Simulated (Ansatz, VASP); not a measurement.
# InP in VASP and in Ansatz

Contents of INCAR:

```
PREC = Accurate
ENCUT = 520
EDIFF = 1E-6
ISMEAR = 0
SIGMA = 0.1
LREAL = F
LASPH = T
NELM = 80
ALGO = Normal
ISIF = 2
LWAVE = F
LCHARG = F
GGA = PE
IVDW = 12
NBANDS = 16
```

Contents of KPOINTS:

```
regular mesh
0
Gamma
  6 6 6
```

POSCAR

```
InP
1.0
    0.0000000000      2.9519763900      2.9519763900
    2.9519763900      0.0000000000      2.9519763900
    2.9519763900      2.9519763900      0.0000000000
In P
1 1
Direct
    0.0000000000      0.0000000000      0.0000000000
    0.7500000000      0.7500000000      0.7500000000
```

Input for Ansatz:

```yaml
crystal:
  lattice:
    - [0.0, 2.95197639, 2.95197639]
    - [2.95197639, 0.0, 2.95197639]
    - [2.95197639, 2.95197639, 0.0]
  atoms:
    - { symbol: In, position: [0.0, 0.0, 0.0] }
    - { symbol: P, position: [0.75, 0.75, 0.75] }
basis:
  ecutwfc: 420
kpoints:
  mp_grid: { grid: [6, 6, 6] }
hamiltonian:
  xc: pbe
  dispersion: d3bj
  pseudopotentials: { kind: paw, azcp: { folder: soft_1 } }
scf:
  occupations: { method: gaussian, width: 0.1 }
output:
  forces: true
  stress: true
  eigenvalues: true
```

The cell is a database's computed one.

Alike in both runs: task single point; functional PBE; dispersion D3(BJ); k mesh 6 × 6 × 6; occupations gaussian, width 0.1 eV; no spin polarisation.

|  | VASP | Ansatz |
| --- | --- | --- |
| version | VASP 6.6.1 | Ansatz 0.2.0 |
| potentials or method | VASP PAW PBE potentials, release 64 (In_d, P) | scalar-relativistic, plane waves, PAW |
| plane-wave cutoff (eV) | 520 | 420 |
| valence electrons in the cell | 18 | 18 |

```csv
,VASP,Ansatz,Ansatz less VASP
gap on the k mesh at the Fermi level (eV),0.59,0.59,+0.002
least direct gap on the mesh (eV),0.59,0.59,+0.002
pressure (GPa),-0.4,-0.3,+0.06
```

Caveats: spin-orbit coupling is left out, which moves the levels of the heavy elements.
